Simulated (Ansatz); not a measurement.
# Ir (Fm-3m) in Ansatz: notebook

The runs below take Ir through single point, equation of state, with PBEsol.

Program: Ansatz 0.2.0. These are calculated values, not measurements. Logs are shortened: lines on timing, memory, paths and dates and some standing lists are left out, and cuts for length are marked.

**1. Starting point**

It takes space group Fm-3m (No. 225, cubic). Conventional cell: a = 3.831 Å, b = 3.831 Å, c = 3.831 Å, α = 90.00°, β = 90.00°, γ = 90.00°. Around Ir (site symmetry m-3m) lie 12 Ir at 2.71 Å.

**2. Single point, PBEsol, 13.22 Å³/atom (volume scaled by 0.94)**

input.yaml reads:

```yaml
crystal:
  lattice:
    - [0.0, 1.8764951499, 1.8764951499]
    - [1.8764951499, 0.0, 1.8764951499]
    - [1.8764951499, 1.8764951499, 0.0]
  atoms:
    - { symbol: Ir, position: [0.0, 0.0, 0.0] }
kpoints:
  mp_grid: { grid: [12, 12, 12] }
scf:
  occupations: { method: fermi_dirac, width: 0.05 }
hamiltonian:
  xc: pbesol
  pseudopotentials: { kind: all_electron, lapw: { basis_error: 0.001 } }
output:
  forces: true
  stress: true
  eigenvalues: true
```

Potentials or basis: all-electron LAPW, scalar-relativistic.

The run is started by

```bash
> ansatz run input.yaml --threads 1 --pin off --max-ram 3072MiB --backend cpu --events-out ev --progress --plain --runs-dir out
```

Output:

```text
Warning: RAYON_NUM_THREADS=1 ignored (pool sized by the plan → 1); use --threads N
LAPW: plane waves up to 8.860 Å⁻¹, error target 1.0e-3 eV per atom; small_component_spin mean_spin; Ir in spheres of 1.327 Å, 41 of its electrons in bands, Dirac shells [] (how accurate: hamiltonian.pseudopotentials.lapw.basis_error, Limitations)
Engine: ansatz 0.2.0, aarch64-unknown-linux-gnu
Pseudopotentials: kind: all_electron
Pseudopotential: Ir, LAPW, valence charge 41, lapw/all_electron/scalar/gaussian/Ir, Koelling and Harmon's equation, gaussian nucleus
Functional definition: PBEsol
  exchange = pbesol_x
  correlation = pbesol_c
Crystal: 1 atoms, lattice volume = 13.215 Å³
Basis set: ecut = 299.0486436486929 eV, 169 PW (Γ), exchange–correlation at level 2
Bands: 25, of which v1, the nominal top of the filled ones, is band 21 counted from 1 (20 counted from 0)
Symmetry: 48 space group operations
Space group: Fm-3m (ITA 225), of the structure as read, at distance tolerance 2.4e-5 Å
k-points: 72 of 1728
Non-local potential: Ir, projectors of the file, none
Initial density: superposition of atomic densities (chi_scale 0.1, normalization cell)
Initial wavefunctions: plane waves of lowest kinetic energy (no species holds an atomic orbital)
Functional: x = pbesol(κ = 0.804, μ = 0.12345679012345678), c = pbesol(β = 0.046)
iter 1 solved again at ethr=4.31e-5 eV; its pass at ethr=1.00e-1 eV (dr2=1.77e-2 eV) is discarded
SCF iter   1: F=—  HF=-484889.768674 eV  |F-HF|=—  |Δ(HF+E_count)|=         —  Δρ=1.92e-2  dr2=1.79e-2  ethr=4.31e-5  ⟨swp⟩=3.2  Hψ=11721  notcnv=0
preconditioner: auto → none  [metal: Δε(μ)=0.006 eV  Ē_g=15.027 eV  σ=0.050 eV  W_gap=0.03  n_scr=8 (ndim 8)  ℏωp=30.6 eV  f_vac=0.000  D(μ)=0.46/eV (n_scr^D=0)  sad-step TF]
SCF iter   2: F=—  HF=-484889.686069 eV  |F-HF|=—  |Δ(HF+E_count)|=   8.26e-2  Δρ=6.84e-3  dr2=2.84e-3  ethr=4.31e-5  ⟨swp⟩=2.4  Hψ=5521  notcnv=0
SCF iter   3: F=—  HF=-484889.682706 eV  |F-HF|=—  |Δ(HF+E_count)|=         —  Δρ=3.73e-3  dr2=8.23e-4  ethr=6.93e-6  ⟨swp⟩=2.0  Hψ=5196  notcnv=0
the basis was enlarged: its passes take 529.6 KiB over the memory plan, 1 of 1 planned eigensolver slots
iter 4 solved again at ethr=1.76e-7 eV; its pass at ethr=2.01e-6 eV (dr2=7.22e-5 eV) is discarded
SCF iter   4: F=—  HF=-484889.682610 eV  |F-HF|=—  |Δ(HF+E_count)|=   9.67e-5  Δρ=1.05e-3  dr2=7.22e-5  ethr=1.76e-7  ⟨swp⟩=2.0  Hψ=8854  notcnv=0
SCF iter   5: F=—  HF=-484889.682622 eV  |F-HF|=—  |Δ(HF+E_count)|=   1.28e-5  Δρ=6.52e-5  dr2=2.92e-7  ethr=1.76e-7  ⟨swp⟩=2.0  Hψ=5196  notcnv=0
SCF iter   6: F=-484889.682622 eV  HF=-484889.682622 eV  |F-HF|=1.92e-9  |Δ(HF+E_count)|=   8.99e-8  Δρ=2.75e-6  dr2=4.99e-10  ethr=7.11e-10  ⟨swp⟩=2.3  Hψ=5226  notcnv=0
SCF 1 converged in 6 iterations: F = -484889.682622 eV  dr2 = 4.99e-10
SCF converged after 6 iterations
Free energy (F): -484889.682622 eV
Harris-Foulkes:  -484889.682622 eV  (|F-HF|=1.92e-9)
Internal energy: -484889.678415 eV  (E = F + TS)
E sigma→0 (E₀):  -484889.680519 eV
Entropy (-TS):   -0.004208 eV (-4.208 meV/atom)
Fermi energy:    34.593951 eV
--- Per-component energies (eV) ---
  E_band       = -2768.868997
  E_kinetic    = 548628.595915
  E_xc         = -9339.305557
  E_electrostatic = -1024178.968773  (all electrons and nuclei)
  E_smearing   = -0.004208  (= −TS)
  E_closure    = 0.000000  (closes the sum)
  E_atoms      = -484879.537261  (free atoms, spherical and without spin; not in F)
  Σ components = -484889.682622   (vs F -484889.682622, Δ=0.00e0)
  Basis errors (estimates in eV, not in F): energy 2.4e-4 per atom: plane waves 2.0e-4 (9.9e-5 summed), levels above the bands 3.8e-163, relativity 6.6e-8, radial functions 4.2e-5, core shells 8.1e-7; eigenvalues (radial functions only) 3.0e-6; not estimated: angular momenta, meshes, grids; target (lapw.basis_error) 1.0e-3; muffin-tin radii Ir 1.327 Å
--- Forces (eV/Å), atoms counted from 1 ---
  atom   1  Ir    -0.00000000     0.00000000    -0.00000000
  max |Σ_I F_I| component: 1.40e-31 eV/Å
--- Stress (GPa, compression-positive) ---
       27.027358      -0.000000       0.000000
       -0.000000      27.027358       0.000000
        0.000000       0.000000      27.027358
  P = ⅓ Tr σ = 27.0274 GPa (270.274 kbar)
--- Band table (eV; the first three rows and the last of 72) ---
  k-point 0: bands = ["-250.9549", "-250.9549", "-250.9549", "-250.9152", "-250.9152", "-58.5777", "-22.8663", "-22.8228", "-22.8228", "-22.8228", "-22.8109", "-22.8109", "-22.8109", "-14.9445", "-14.9445", "-14.9445", "22.6348", "30.2183", "30.2183", "30.2183", "33.2356", "33.2356", "47.8861", "53.7738", "53.7738"]
  k-point 1: bands = ["-250.9549", "-250.9549", "-250.9549", "-250.9152", "-250.9152", "-58.5716", "-22.8658", "-22.8236", "-22.8236", "-22.8228", "-22.8110", "-22.8105", "-22.8105", "-15.0153", "-14.9540", "-14.9540", "22.9667", "30.0368", "30.3609", "30.3609", "33.1393", "33.1393", "48.4717", "52.4674", "54.3418"]
  k-point 2: bands = ["-250.9549", "-250.9549", "-250.9549", "-250.9152", "-250.9152", "-58.5550", "-22.8645", "-22.8259", "-22.8259", "-22.8227", "-22.8112", "-22.8094", "-22.8094", "-15.2060", "-14.9799", "-14.9799", "23.8674", "29.6787", "30.6507", "30.6507", "33.0405", "33.0405", "49.6505", "50.5994", "55.9465"]
  k-point 71: bands = ["-250.9549", "-250.9549", "-250.9549", "-250.9152", "-250.9152", "-58.4564", "-22.8563", "-22.8343", "-22.8343", "-22.8315", "-22.8065", "-22.8065", "-22.8059", "-15.6095", "-15.6095", "-15.3272", "27.5819", "29.1483", "29.1483", "32.4973", "36.2471", "43.2849", "44.0443", "44.0443", "48.5993"]
```

Wall time 9.7 s (1 thread of Arm Neoverse V1, shared host); peak memory 0.28 GiB.

Results:

```
Free energy            : -484889.6826 eV
Pressure               : 27.0 GPa
Band gap on the k mesh : none (metal or under the smearing width)
```

**3. Single point, PBEsol, 13.50 Å³/atom (volume scaled by 0.96)**

input.yaml, as its differences from that of step 2:

```diff
@@ -2,5 +2,5 @@
   lattice:
-    - [0.0, 1.8764951499, 1.8764951499]
-    - [1.8764951499, 0.0, 1.8764951499]
-    - [1.8764951499, 1.8764951499, 0.0]
+    - [0.0, 1.8897103398, 1.8897103398]
+    - [1.8897103398, 0.0, 1.8897103398]
+    - [1.8897103398, 1.8897103398, 0.0]
   atoms:
```

Potentials or basis: all-electron LAPW, scalar-relativistic.

The run is started by

```bash
> ansatz run input.yaml --threads 1 --pin off --max-ram 3072MiB --backend cpu --events-out ev --progress --plain --runs-dir out
```

Wall time 9.7 s (1 thread of Arm Neoverse V1, shared host); peak memory 0.28 GiB.

Results (log left out):

* Free energy: -484889.7208 eV
* Pressure: 16.6 GPa
* Band gap on the k mesh: none (metal or under the smearing width)

**4. Single point, PBEsol, 13.78 Å³/atom (volume scaled by 0.98)**

input.yaml, as its differences from that of step 3:

```diff
@@ -2,5 +2,5 @@
   lattice:
-    - [0.0, 1.8897103398, 1.8897103398]
-    - [1.8897103398, 0.0, 1.8897103398]
-    - [1.8897103398, 1.8897103398, 0.0]
+    - [0.0, 1.9027432368, 1.9027432368]
+    - [1.9027432368, 0.0, 1.9027432368]
+    - [1.9027432368, 1.9027432368, 0.0]
   atoms:
```

The run is started by

```bash
> ansatz run input.yaml --threads 1 --pin off --max-ram 3072MiB --backend cpu --events-out ev --progress --plain --runs-dir out
```

It took 9.7 s on 1 thread of Arm Neoverse V1, shared host; peak memory 0.28 GiB.

Results (log left out):

```
Free energy            : -484889.7417 eV
Pressure               : 7.4 GPa
Band gap on the k mesh : none (metal or under the smearing width)
```

**5. Single point, PBEsol, 14.06 Å³/atom**

input.yaml, as its differences from that of step 4:

```diff
@@ -2,5 +2,5 @@
   lattice:
-    - [0.0, 1.9027432368, 1.9027432368]
-    - [1.9027432368, 0.0, 1.9027432368]
-    - [1.9027432368, 1.9027432368, 0.0]
+    - [0.0, 1.9156, 1.9156]
+    - [1.9156, 0.0, 1.9156]
+    - [1.9156, 1.9156, 0.0]
   atoms:
```

The run is started by

```bash
> ansatz run input.yaml --threads 1 --pin off --max-ram 3072MiB --backend cpu --events-out ev --progress --plain --runs-dir out
```

Run time: 10 s. Hardware: 1 thread of Arm Neoverse V1, shared host; peak memory 0.28 GiB.

The run converged. Its results:

```
Free energy            : -484889.7475 eV
Pressure               : -0.7 GPa
Band gap on the k mesh : none (metal or under the smearing width)
```

**6. Single point, PBEsol, 14.34 Å³/atom (volume scaled by 1.02)**

input.yaml, as its differences from that of step 5:

```diff
@@ -2,5 +2,5 @@
   lattice:
-    - [0.0, 1.9156, 1.9156]
-    - [1.9156, 0.0, 1.9156]
-    - [1.9156, 1.9156, 0.0]
+    - [0.0, 1.9282864624, 1.9282864624]
+    - [1.9282864624, 0.0, 1.9282864624]
+    - [1.9282864624, 1.9282864624, 0.0]
   atoms:
```

Potentials or basis: all-electron LAPW, scalar-relativistic.

The run is started by

```bash
> ansatz run input.yaml --threads 1 --pin off --max-ram 3072MiB --backend cpu --events-out ev --progress --plain --runs-dir out
```

It took 10 s on 1 thread of Arm Neoverse V1, shared host; peak memory 0.29 GiB.

The run converged. Its results:

* Free energy: -484889.7397 eV
* Pressure: -8.0 GPa
* Band gap on the k mesh: none (metal or under the smearing width)

**7. Single point, PBEsol, 14.62 Å³/atom (volume scaled by 1.04)**

input.yaml, as its differences from that of step 6:

```diff
@@ -2,5 +2,5 @@
   lattice:
-    - [0.0, 1.9282864624, 1.9282864624]
-    - [1.9282864624, 0.0, 1.9282864624]
-    - [1.9282864624, 1.9282864624, 0.0]
+    - [0.0, 1.940808154, 1.940808154]
+    - [1.940808154, 0.0, 1.940808154]
+    - [1.940808154, 1.940808154, 0.0]
   atoms:
```

The run is started by

```bash
> ansatz run input.yaml --threads 1 --pin off --max-ram 3072MiB --backend cpu --events-out ev --progress --plain --runs-dir out
```

It took 11 s on 1 thread of Arm Neoverse V1, shared host; peak memory 0.29 GiB.

It converged, with:

* Free energy: -484889.7200 eV
* Pressure: -14.4 GPa
* Band gap on the k mesh: none (metal or under the smearing width)

**8. Single point, PBEsol, 14.90 Å³/atom (volume scaled by 1.06)**

input.yaml, as its differences from that of step 7:

```diff
@@ -2,5 +2,5 @@
   lattice:
-    - [0.0, 1.940808154, 1.940808154]
-    - [1.940808154, 0.0, 1.940808154]
-    - [1.940808154, 1.940808154, 0.0]
+    - [0.0, 1.9531703226, 1.9531703226]
+    - [1.9531703226, 0.0, 1.9531703226]
+    - [1.9531703226, 1.9531703226, 0.0]
   atoms:
```

The run is started by

```bash
> ansatz run input.yaml --threads 1 --pin off --max-ram 3072MiB --backend cpu --events-out ev --progress --plain --runs-dir out
```

It took 11 s on 1 thread of Arm Neoverse V1, shared host; peak memory 0.29 GiB.

Results (log left out):

```
Free energy            : -484889.6898 eV
Pressure               : -20.0 GPa
Band gap on the k mesh : none (metal or under the smearing width)
```

**9. Equation of state, PBEsol**

Potentials or basis: all-electron LAPW, scalar-relativistic.

This step only gathers the single runs of the series.

Results:

| Quantity | Value |
| --- | --- |
| Equilibrium volume | 14.03 Å³/atom |
| Bulk modulus | 387 GPa |
| Pressure derivative of the bulk modulus | 5.0 |

Energy against volume, from the lowest point:
```csv
volume (Å³/atom),energy (meV/atom)
13.215,64.85
13.496,26.71
13.778,5.75
14.059,0.00
14.340,7.75
14.621,27.45
14.902,57.72
```
